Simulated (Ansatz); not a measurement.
Crystal: FeO (Wuestite).

```
CELL_PARAMETERS angstrom
0.00000 2.15540 2.15540
2.15540 0.00000 2.15540
2.15540 2.15540 0.00000
ATOMIC_POSITIONS crystal
Fe 0.00000 0.00000 0.00000
O 0.50000 0.50000 0.50000
```

| Quantity | Value |
| --- | --- |
| Program | Ansatz 0.2.0 |
| Task | single point |
| Functional | PBEsol |
| Potentials or basis | all-electron LAPW, scalar-relativistic |
| Cutoff | 349 eV (chosen from the basis error) |
| Basis error allowed | 0.001 eV/atom |
| k mesh | 11 × 11 × 11 |
| Occupations | fermi-dirac, width 0.05 eV |
| Spin | collinear spin, ferromagnetic start |
| Starting moments | [3.0, 0.0] μB |

On this cell: pressure -8.6 GPa; largest force zero by symmetry; net moment 4.00 μB per cell; site moments Fe +3.62; O +0.32 μB; band gap on the k mesh none (metal or under the smearing width).

The same run follows on a disturbed copy (atoms moved at random, drawn with an rms of 0.05 Å):

```
Fe O
1.0
     0.00000    2.15540    2.15540
     2.15540    0.00000    2.15540
     2.15540    2.15540    0.00000
Fe O
1 1
Direct
  0.01050 0.99977 0.02106
  0.51406 0.51299 0.49061
```

Problem. What does the disturbed cell give?

Solution. The energy (extrapolated to zero smearing) moves by +3.5 meV/atom; pressure -8.1 GPa; largest force 0.183 eV/Å; net moment 4.00 μB per cell; site moments Fe +3.60; O +0.32 μB; band gap on the k mesh none (metal or under the smearing width).

Forces on the atoms (eV/Å):
```
Fe  -0.086 -0.138  0.084
O    0.086  0.138 -0.084
```

Stress tensor (GPa, compression positive):
```
-8.27 -0.14  0.08
-0.14 -7.75  0.13
 0.08  0.13 -8.29
```

Caveats: a cell with one magnetic atom can't hold antiferromagnetic order, which such compounds often take; semilocal functionals often make such compounds metallic where correlation or magnetic order opens a gap, which also shifts bond lengths.
